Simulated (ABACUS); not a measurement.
Crystal: LiCl.

```
CELL_PARAMETERS angstrom
0.00000 2.56477 2.56477
2.56477 0.00000 2.56477
2.56477 2.56477 0.00000
ATOMIC_POSITIONS crystal
Cl 0.50000 0.50000 0.50000
Li 0.00000 0.00000 0.00000
```

Program: ABACUS 3.10.1. Alike in all runs: task single point; no spin polarisation; cell as given; smearing fermi-dirac 0.05 eV.

Q: Order these runs on this cell by their pressure, lowest first.
A. level PBEsol; potentials or basis PseudoDojo NC SR 0.4.1 PBEsol standard, plane waves; k mesh 9 × 9 × 9; cutoff (eV) 1007; radial cutoff of the potentials (pseudo_rcut) 7 bohr; SCF threshold on the density 1e-08; eigensolver dav
B. level PBE; potentials or basis PseudoDojo NC SR 0.4.1 PBE standard, DZP LCAO (the cutoffs set its grid); k mesh 8 × 8 × 8; cutoff (eV) 1361; radial cutoff of the potentials (pseudo_rcut) 10 bohr; SCF threshold on the density 1e-07; eigensolver genelpa
C. level LDA; potentials or basis PseudoDojo NC SR 0.4.1 LDA standard, plane waves; k mesh 7 × 7 × 7; cutoff (eV) 1007; radial cutoff of the potentials (pseudo_rcut) 10 bohr; SCF threshold on the density 1e-08; eigensolver dav

A: C (-3.3 GPa), A (-1.3 GPa), B (0.9 GPa).

Caveats: the atomic orbitals were generated for these runs and aren't a published set (some runs); the basis of atomic orbitals isn't converged, which shifts pressures, moduli and gaps (some runs).

Not every run made on this cell is shown here.
